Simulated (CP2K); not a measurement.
## Cd in CP2K: convergence with cutoff ry

The system is Cd.

```
Cd
1.0
     3.10700    0.00000    0.00000
    -1.04526    2.97196    0.00000
    -1.05813   -1.48413    2.46091
Cd
1
Direct
  0.99546 0.00005 0.99512
```

The cell isn't the ideal one: cell strained at random at fixed volume.

| Quantity | Value |
| --- | --- |
| Program | CP2K 2026.2 |
| Task | single point |
| Functional | PBEsol |
| Potentials or basis | POTENTIAL_UZH Cd GTH-PBE-q12; TZVP-MOLOPT-PBE-GTH basis |
| Density cutoff | 1225 eV |
| k mesh | 8 × 8 × 8 |
| Occupations | fermi-dirac, width 0.01 eV |
| Spin | no spin polarisation |

These are the settings of the first run; the series varies cutoff ry, with any setting tied to it.

Hardware: 1 thread of Arm Neoverse V1, with other jobs on the host.

Question: The values tried are 90 Ry, 140 Ry, 190 Ry, 250 Ry, 320 Ry, 380 Ry, 450 Ry, 560 Ry, 720 Ry, loosest first. From which on does the energy stay within 1 meV/atom of the tightest run that finished?

Answer: From 250 Ry on.

```csv
cutoff ry,"energy less the tightest run, at zero smearing (meV/atom)",pressure (GPa),SCF cycles,CPU time (s),peak memory (GiB)
90 Ry,-61.22,-0.50,12,38,0.21
140 Ry,7.20,-2.65,12,43,0.21
190 Ry,3.07,-2.63,12,40,0.22
250 Ry,-0.47,-2.53,12,39,0.22
320 Ry,0.01,-2.52,12,43,0.23
380 Ry,0.03,-2.52,12,43,0.24
450 Ry,0.01,-2.52,12,43,0.25
560 Ry,0.00,-2.52,12,40,0.26
720 Ry,0.00,-2.52,12,39,0.3
```

Against the tightest run, the pressure stays within 0.1 GPa from 250 Ry on. The tightest run that finished is the yardstick and may itself not be fully converged.

Caveat, for the tightest run too: the potentials were made for another functional, which shifts forces and pressure; the basis of atomic orbitals isn't converged, which shifts pressures, moduli and gaps.
